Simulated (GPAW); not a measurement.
Runs of GPAW 26.7.0 on AlN. It takes space group P6_3mc (No. 186, hexagonal). The conventional cell has a = 3.113 Å, b = 3.113 Å, c = 4.981 Å, α = 90.00°, β = 90.00°, γ = 120.00°. Al (site symmetry 3m) is surrounded by 4 N at 1.89 Å. N (site symmetry 3m) has 4 Al at 1.89 Å as nearest neighbours. 

```tsv
task	level	potentials or basis	k mesh	maxiter	band path	band points	other keys	gap on the mesh (eV)	pressure (GPa)	largest force (eV/Å)
single point	PBE	GPAW PAW data sets (gpaw-data 1.2.1), pw	13 × 13 × 7	100	-	-	several, not listed	(a)	(b)	0.13
band structure	GLLB-SC	the program's PAW data sets (release 1.2.1) made for this functional, pw	7 × 7 × 4	150	GMKGALHA,LM,KH	80	-	6.55	-	-
band structure	r2SCAN	GPAW PAW data sets (gpaw-data 1.2.1), pw	7 × 7 × 4	150	GMKGALHA,LM,KH	60	-	4.95	(c)	0.13
band structure	C09-vdW	GPAW PAW data sets (gpaw-data 1.2.1), pw	7 × 7 × 4	150	GMKGALHA,LM,KH	60	-	4.28	-	0.13
band structure	rSCAN	GPAW PAW data sets (gpaw-data 1.2.1), pw	7 × 7 × 4	150	GMKGALHA,LM,KH	80	-	4.93	-1.3	0.13
```

Alike in all rows: no spin polarisation; cell as given; cutoff (eV) 800; smearing fermi-dirac 0.05 eV.

Question: Fill in the values left out.

Answer: (a) 4.23; (b) 4.6; (c) -0.3.

Caveats: the PAW data sets were made with another functional, which shifts forces and pressure a little (some runs); an odd mesh through Γ misses points on the zone boundary, where band edges often lie (some runs); the GLLB-SC gap is the Kohn-Sham gap of the path plus the derivative discontinuity (some runs); a model potential gives levels but no total energy (some runs).
